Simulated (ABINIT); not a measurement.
Runs of ABINIT 10.8.3 (patched build) on In. Symmetry: P6_3/mmc, No. 194, hexagonal system. Conventional cell: a = 3.335 Å, b = 3.335 Å, c = 5.509 Å, α = 90.00°, β = 90.00°, γ = 120.00°. In (site symmetry -6m2) is surrounded by 12 In at 3.34 to 3.36 Å. This isn't the form of In at room conditions, which is tetragonal.

```csv
level,gap on the mesh (eV),pressure (GPa)
AM05,none,-1.8
PBEsol,none,-2.0
SCAN,none,-0.8
WC,none,-1.8
PW91,none,(a)
```

Alike in all rows: task single point; potentials or basis JTH PAW PBE v2.0; no spin polarisation; cell as given; k mesh 9 × 9 × 5; cutoff (eV) 707; smearing fermi-dirac 0.05 eV.

Question: Fill in the values left out.

Answer: (a) 1.0.

Caveats: the PAW data sets were made with another functional, which shifts forces and pressure a little.

A k mesh can miss the band edges, and the runs leave out spin-orbit coupling on In.

A gap of «none» marks a metal or a gap under the smearing width.

Runs at the PBE level aren't shown here.
